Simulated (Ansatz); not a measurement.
PbF2 (Fluorocronite):

```
CELL_PARAMETERS angstrom
0.00000 2.96366 2.96366
2.96366 0.00000 2.96366
2.96366 2.96366 0.00000
ATOMIC_POSITIONS crystal
Pb 0.00000 0.00000 0.00000
F 0.75000 0.75000 0.75000
F 0.25000 0.25000 0.25000
```

Base run:

* Program: Ansatz 0.2.0
* Functional: r2SCAN
* Potentials or basis: Ansatz PAW
* Cutoff: 500 eV (not typed: the program's choice for these potentials)
* k mesh: 8 × 8 × 8
* Occupations: fermi-dirac, width 0.05 eV
* Spin: no spin polarisation

Its results: band gap on the k mesh 4.93 eV, indirect (least direct gap 5.07 eV); pressure -0.2 GPa.

Task: The run is repeated on the same cell with these changes: functional from r2SCAN to LDA; cutoff from 500 eV (not typed: the program's choice for these potentials) to 420 eV (not typed: the program's choice for these potentials). What comes out?

Result: Band gap on the k mesh 4.26 eV, indirect (least direct gap 4.42 eV); pressure -4.5 GPa.

r2SCAN gives the wider gap, since meta-GGAs in the generalised Kohn-Sham scheme recover part of the derivative discontinuity.

Caveats: spin-orbit coupling is left out, which as a rule narrows the gap of such compounds by several tenths of an eV; the PAW data sets come from PBE, with cores solved anew for the run's functional, which leaves a small shift of forces and pressure.
